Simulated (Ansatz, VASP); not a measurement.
One calculation of V, two programs

The input INCAR:

```
PREC = Accurate
ENCUT = 520
EDIFF = 1E-6
ISMEAR = 0
SIGMA = 0.1
LREAL = F
LASPH = T
NELM = 100
ALGO = Fast
ISIF = 2
LWAVE = F
LCHARG = F
GGA = PE
NBANDS = 20
```

KPOINTS

```
regular mesh
0
Gamma
  18 18 18
```

File POSCAR:

```
V
1.0
    2.9971751498      0.0000000000      0.0000000000
    0.0000000000      2.9971751498      0.0000000000
    0.0000000000      0.0000000000      2.9971751498
V
2
Direct
    0.0000000000      0.0000000000      0.0000000000
    0.5000000000      0.5000000000      0.5000000000
```

Input for Ansatz:

```yaml
crystal:
  lattice:
    - [2.9971751498, 0.0, 0.0]
    - [0.0, 2.9971751498, 0.0]
    - [0.0, 0.0, 2.9971751498]
  atoms:
    - { symbol: V, position: [0.0, 0.0, 0.0] }
    - { symbol: V, position: [0.5, 0.5, 0.5] }
basis:
  ecutwfc: 420
kpoints:
  mp_grid: { grid: [18, 18, 18] }
hamiltonian:
  xc: pbe
scf:
  occupations: { method: gaussian, width: 0.1 }
output:
  forces: true
  stress: true
  eigenvalues: true
```

Alike in both runs: task single point; functional PBE; k mesh 18 × 18 × 18; occupations gaussian, width 0.1 eV; no spin polarisation.

```csv
,VASP,Ansatz
version,VASP 6.6.1,Ansatz 0.2.0
potentials or method,"VASP PAW PBE potentials, release 64 (V_sv)","scalar-relativistic, plane waves, PAW"
plane-wave cutoff (eV),520,420
valence electrons in the cell,26,26
```

Ansatz gave:

- gap on the k mesh at the Fermi level (eV): none
- pressure (GPa): 0.0

Question: Which values does VASP return?

Answer: gap on the k mesh at the Fermi level (eV): none; pressure (GPa): 0.2.

A gap of «none» marks a metal or a gap that the smearing closes. With one functional, cell and mesh, what is left measures potentials, basis and numerics.
